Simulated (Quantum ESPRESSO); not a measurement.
**Optical response of RbBr**

Aim: the dielectric function of RbBr, and the optical constants that follow from it. The cell comes from an older database entry, whose edges can differ from later determinations, mostly by under a per cent.

Main program and level: Quantum ESPRESSO 7.5; DFT, PBE, plane waves with norm-conserving potentials (PseudoDojo), scalar-relativistic, independent-particle optical response without local fields and without the non-local commutator.

The database entry behind the starting cell differs from later determinations by our own check (about 0.5 % short), so it need not match the best structure at ambient conditions.

### 1. The structure

It takes space group Fm-3m (No. 225, cubic). The conventional cell has a = 6.854 Å, b = 6.854 Å, c = 6.854 Å, α = 90.00°, β = 90.00°, γ = 90.00°. Nearest to Rb lie 6 Br at 3.43 Å. Nearest to Br lie 6 Rb at 3.43 Å. Farther neighbours and most contacts between anions are not listed.

### 2. Ground state

The self-consistent density comes first; it also tells whether there is a gap, which decides the occupations and the need for a Drude term.

This step: DFT, PBE, plane waves with norm-conserving potentials (PseudoDojo), scalar-relativistic, ground state (Quantum ESPRESSO 7.5).

scf.in reads:

```
&control
  calculation = 'scf'
  prefix = 'x'
  outdir = './tmp'
  pseudo_dir = './'
  verbosity = 'high'
/
&system
  ibrav = 0
  nat = 2
  ntyp = 2
  ecutwfc = 70
  occupations = 'smearing'
  smearing = 'fd'
  degauss = 0.003675
  nbnd = 12
/
&electrons
  conv_thr = 1e-09
  electron_maxstep = 100
/
ATOMIC_SPECIES
  Rb 1.0 Rb.upf
  Br 1.0 Br.upf
CELL_PARAMETERS angstrom
  0.000000000000 3.427000000000 3.427000000000
  3.427000000000 0.000000000000 3.427000000000
  3.427000000000 3.427000000000 0.000000000000
ATOMIC_POSITIONS crystal
  Rb 0.000000000000 0.000000000000 0.000000000000
  Br 0.500000000000 0.500000000000 0.500000000000
K_POINTS automatic
  6 6 6 0 0 0
```

The run is started by

```sh
> mpirun -n 4 pw.x -nk 4 -in scf.in
```

The log of the run:

```text
for quantum simulation of materials; please cite

     using ibrav=0 with symmetry is DISCOURAGED, use correct ibrav instead

     G-vector sticks info
     --------------------
     sticks:   dense  smooth     PW     G-vecs:    dense   smooth      PW
     Sum        1627    1627    463                43143    43143    6615

     Using Slab Decomposition

     bravais-lattice index     =            0
     lattice parameter (alat)  =       9.1586  a.u.
     unit-cell volume          =     543.2114 (a.u.)^3
     number of atoms/cell      =            2
     number of atomic types    =            2
     number of electrons       =        16.00
     number of Kohn-Sham states=           12
     kinetic-energy cutoff     =      70.0000  Ry
     charge density cutoff     =     280.0000  Ry
     scf convergence threshold =      1.0E-09
     mixing beta               =       0.7000
     number of iterations used =            8  plain     mixing
     Exchange-correlation= PBE
                           (   1   4   3   4   0   0   0)

     celldm(1)=   9.158576  celldm(2)=   0.000000  celldm(3)=   0.000000
     celldm(4)=   0.000000  celldm(5)=   0.000000  celldm(6)=   0.000000

     crystal axes: (cart. coord. in units of alat)
               a(1) = (   0.000000   0.707107   0.707107 )
               a(2) = (   0.707107   0.000000   0.707107 )
               a(3) = (   0.707107   0.707107   0.000000 )

     reciprocal axes: (cart. coord. in units 2 pi/alat)
               b(1) = ( -0.707107  0.707107  0.707107 )
               b(2) = (  0.707107 -0.707107  0.707107 )
               b(3) = (  0.707107  0.707107 -0.707107 )

     ./Rb.upf
     Pseudo is Norm-conserving + core correction, Zval =  9.0
     Generated using ONCVPSP code by D. R. Hamann
     Using radial grid of 2308 points,  6 beta functions with:
                l(1) =   0
                l(2) =   0
                l(3) =   1
                l(4) =   1
                l(5) =   2
                l(6) =   2

     ./Br.upf
     Pseudo is Norm-conserving + core correction, Zval =  7.0
     Generated using ONCVPSP code by D. R. Hamann
     Using radial grid of 1098 points,  6 beta functions with:
                l(1) =   0
                l(2) =   0
                l(3) =   1
                l(4) =   1
                l(5) =   2
                l(6) =   2

     atomic species   valence    mass     pseudopotential
     Rb                9.00     1.00000     Rb( 1.00)
     Br                7.00     1.00000     Br( 1.00)

     48 Sym. Ops., with inversion, found

                                    s                        frac. trans.

     [... symmetry matrices left out ...]
   Cartesian axes

     site n.     atom                  positions (alat units)
         1        Rb     tau(   1) = (   0.0000000   0.0000000   0.0000000  )
         2        Br     tau(   2) = (   0.7071068   0.7071068   0.7071068  )

   Crystallographic axes

     site n.     atom                  positions (cryst. coord.)
         1        Rb     tau(   1) = (  0.0000000  0.0000000  0.0000000  )
         2        Br     tau(   2) = (  0.5000000  0.5000000  0.5000000  )

     number of k points=    16  Fermi-Dirac smearing, width (Ry)=  0.0037
                       cart. coord. in units 2pi/alat
        k(    1) = (   0.0000000   0.0000000   0.0000000), wk =   0.0092593
        k(    2) = (   0.1178511   0.1178511  -0.1178511), wk =   0.0740741
        k(    3) = (   0.2357023   0.2357023  -0.2357023), wk =   0.0740741
        k(    4) = (  -0.3535534  -0.3535534   0.3535534), wk =   0.0370370
        k(    5) = (   0.2357023   0.0000000  -0.0000000), wk =   0.0555556
        k(    6) = (   0.3535534   0.1178511  -0.1178511), wk =   0.2222222
        k(    7) = (  -0.2357023  -0.4714045   0.4714045), wk =   0.2222222
        k(    8) = (  -0.1178511  -0.3535534   0.3535534), wk =   0.2222222
        k(    9) = (   0.0000000  -0.2357023   0.2357023), wk =   0.1111111
        k(   10) = (   0.4714045   0.0000000  -0.0000000), wk =   0.0555556
        k(   11) = (  -0.1178511  -0.5892557   0.5892557), wk =   0.2222222
        k(   12) = (  -0.0000000  -0.4714045   0.4714045), wk =   0.1111111
        k(   13) = (  -0.7071068   0.0000000   0.0000000), wk =   0.0277778
        k(   14) = (  -0.2357023  -0.4714045   0.7071068), wk =   0.2222222
        k(   15) = (  -0.1178511  -0.3535534   0.5892557), wk =   0.2222222
        k(   16) = (  -0.7071068   0.2357023   0.0000000), wk =   0.1111111

                       cryst. coord.
[...]
k(    9) = (  -0.0000000   0.1666667  -0.1666667), wk =   0.1111111
        k(   10) = (  -0.0000000   0.3333333   0.3333333), wk =   0.0555556
        k(   11) = (   0.0000000   0.3333333  -0.5000000), wk =   0.2222222
        k(   12) = (   0.0000000   0.3333333  -0.3333333), wk =   0.1111111
        k(   13) = (   0.0000000  -0.5000000  -0.5000000), wk =   0.0277778
        k(   14) = (   0.1666667   0.3333333  -0.5000000), wk =   0.2222222
        k(   15) = (   0.1666667   0.3333333  -0.3333333), wk =   0.2222222
        k(   16) = (   0.1666667  -0.5000000  -0.3333333), wk =   0.1111111

     Dense  grid:    43143 G-vectors     FFT dimensions: (  50,  50,  50)

     Initial potential from superposition of free atoms

     starting charge      15.9752, renormalised to      16.0000
     Starting wfcs are    9 randomized atomic wfcs +    3 random wfcs

     Self-consistent Calculation

     iteration #  1     ecut=    70.00 Ry     beta= 0.70
     Davidson diagonalization with overlap

            63 MiB given to the printing process from OS
            32 MiB allocation reported by mallinfo(arena+hblkhd)
------------------
     ethr =  1.00E-02,  avg # of iterations =  6.6

     Threshold (ethr) on eigenvalues was too large:
     Diagonalizing with lowered threshold

     Davidson diagonalization with overlap

            65 MiB given to the printing process from OS
            37 MiB allocation reported by mallinfo(arena+hblkhd)
------------------
     ethr =  3.54E-04,  avg # of iterations =  3.1

     total energy              =     -85.85965593 Ry
     estimated scf accuracy    <       0.05498939 Ry

     iteration #  2     ecut=    70.00 Ry     beta= 0.70
     Davidson diagonalization with overlap

            79 MiB given to the printing process from OS
            45 MiB allocation reported by mallinfo(arena+hblkhd)
------------------
     ethr =  3.44E-04,  avg # of iterations =  2.8

     total energy              =     -85.87496338 Ry
     estimated scf accuracy    <       0.01192797 Ry

     iteration #  3     ecut=    70.00 Ry     beta= 0.70
     Davidson diagonalization with overlap

            81 MiB given to the printing process from OS
            46 MiB allocation reported by mallinfo(arena+hblkhd)
------------------
     ethr =  7.45E-05,  avg # of iterations =  3.6

     total energy              =     -85.87748993 Ry
     estimated scf accuracy    <       0.00026992 Ry

     iteration #  4     ecut=    70.00 Ry     beta= 0.70
     Davidson diagonalization with overlap

            82 MiB given to the printing process from OS
            47 MiB allocation reported by mallinfo(arena+hblkhd)
------------------
     ethr =  1.69E-06,  avg # of iterations =  9.2

     total energy              =     -85.87754115 Ry
     estimated scf accuracy    <       0.00001112 Ry

     iteration #  5     ecut=    70.00 Ry     beta= 0.70
     Davidson diagonalization with overlap

            83 MiB given to the printing process from OS
            49 MiB allocation reported by mallinfo(arena+hblkhd)
------------------
     ethr =  6.95E-08,  avg # of iterations =  2.4

     total energy              =     -85.87754377 Ry
     estimated scf accuracy    <       0.00000038 Ry

     iteration #  6     ecut=    70.00 Ry     beta= 0.70
     Davidson diagonalization with overlap

            84 MiB given to the printing process from OS
            50 MiB allocation reported by mallinfo(arena+hblkhd)
------------------
     ethr =  2.36E-09,  avg # of iterations =  3.2

     total energy              =     -85.87754400 Ry
     estimated scf accuracy    <       0.00000011 Ry

     iteration #  7     ecut=    70.00 Ry     beta= 0.70
     Davidson diagonalization with overlap

            86 MiB given to the printing process from OS
            51 MiB allocation reported by mallinfo(arena+hblkhd)
------------------
     ethr =  7.13E-10,  avg # of iterations =  2.0

     total energy              =     -85.87754403 Ry
     estimated scf accuracy    <       0.00000001 Ry

     iteration #  8     ecut=    70.00 Ry     beta= 0.70
     Davidson diagonalization with overlap

            87 MiB given to the printing process from OS
            52 MiB allocation reported by mallinfo(arena+hblkhd)
------------------
     ethr =  6.32E-11,  avg # of iterations =  2.0

     End of self-consistent calculation

          k = 0.0000 0.0000 0.0000 (  5329 PWs)   bands (ev):

   -23.1554 -10.9159  -7.2269  -7.2269  -7.2269   1.2671   1.2671   1.2671
     5.6312   8.5528   8.5528   8.5528

     occupation numbers
     1.0000   1.0000   1.0000   1.0000   1.0000   1.0000   1.0000   1.0000
     0.0000   0.0000   0.0000   0.0000

          k = 0.1179 0.1179-0.1179 (  5354 PWs)   bands (ev):

   -23.1531 -10.9267  -7.2288  -7.2288  -7.2149   0.9637   1.1726   1.1726
     6.2711   8.4195   8.8809   8.8809

     occupation numbers
     1.0000   1.0000   1.0000   1.0000   1.0000   1.0000   1.0000   1.0000
     0.0000   0.0000   0.0000   0.0000

          k = 0.2357 0.2357-0.2357 (  5375 PWs)   bands (ev):

   -23.1484 -10.9480  -7.2326  -7.2326  -7.1911   0.4825   0.9959   0.9959
     7.5190   8.5751   9.7946   9.7946

     occupation numbers
     1.0000   1.0000   1.0000   1.0000   1.0000   1.0000   1.0000   1.0000
     0.0000   0.0000   0.0000   0.0000

          k =-0.3536-0.3536 0.3536 (  5396 PWs)   bands (ev):

   -23.1460 -10.9586  -7.2345  -7.2345  -7.1793   0.2801   0.9128   0.9128
     8.0833   8.9874  10.7607  10.7607

     occupation numbers
     1.0000   1.0000   1.0000   1.0000   1.0000   1.0000   1.0000   1.0000
     0.0000   0.0000   0.0000   0.0000

     [... further k points left out ...]

     the Fermi energy is     2.6811 ev

!    total energy              =     -85.87754403 Ry
     estimated scf accuracy    <          4.0E-10 Ry
     smearing contrib. (-TS)   =      -0.00000000 Ry
     internal energy E=F+TS    =     -85.87754403 Ry

     The total energy is F=E-TS. E is the sum of the following terms:
     one-electron contribution =     -19.43763497 Ry
     hartree contribution      =      14.76455982 Ry
     xc contribution           =     -24.58556370 Ry
     ewald contribution        =     -56.61890518 Ry

     convergence has been achieved in   8 iterations

     XML data file, charge density, pseudopotentials, collected wavefunctions

                                        0.00s GPU  (     183 calls)

=------------------------------------------------------------------------------=
   JOB DONE.
=------------------------------------------------------------------------------=
```

It took 6.6 s on 4 MPI ranks of Arm Neoverse V1, shared host; peak memory 0.09 GiB; 26 s of CPU time.

Numbers from this step:

```
total energy           : -85.88 Ry
gap on the k-mesh      : 4.364 eV
direct gap on the mesh : 4.364 eV
```

There is a gap, 4.36 eV on this mesh (points off the mesh can give less), so no carriers' term is needed.

(Part 1 of 3 ends here.)

[Machine, clock, banner and «Message from routine» lines are left out of the logs.]

[Logs are printed without paths, hosts, clocks, repeated set-up lines and the standing remarks that a program may print on its own settings, such as how far it seeks lower states.]

[Hosts, paths, dates, database ids (printed as entryN), source tags and the programs' standing remarks are cut or masked in the printed files.]
